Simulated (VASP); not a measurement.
CdO:

```
Cd O
1.0
     0.00000    2.34950    2.34950
     2.34950    0.00000    2.34950
     2.34950    2.34950    0.00000
Cd O
1 1
Direct
  0.00000 0.00000 0.00000
  0.50000 0.50000 0.50000
```

```yaml
Program: VASP 6.6.1
Task: relaxation of cell and atoms
Functional: LDA
Potentials_or_basis: VASP PAW LDA potentials, release 64 (Cd, O)
Cutoff: 600 eV
k_mesh: 12 × 12 × 12
Occupations: gaussian, width 0.03 eV
Spin: no spin polarisation
```

At the start: pressure -4.6 GPa; volume 12.97 Å³/atom.

Task: How do energy, volume and symmetry change on relaxing?

Result: Over 3 steps the energy falls by 5.7 meV/atom and the volume is 12.59 Å³/atom (-3.0 %); space group Fm-3m (No. 225, to 0.05 Å).

Step by step:
```csv
step,energy change (eV),largest force (eV/Å),pressure (GPa),volume (Å³)
1,0.0000,0.0000,-4.57,25.94
2,-0.0039,0.0000,4.06,24.57
3,-0.0113,0.0000,-0.04,25.17
```

Final structure:
```
CELL_PARAMETERS angstrom
0.00000 2.32608 2.32608
2.32608 0.00000 2.32608
2.32608 2.32608 0.00000
ATOMIC_POSITIONS crystal
Cd 0.00000 0.00000 0.00000
O 0.50000 0.50000 0.50000
```
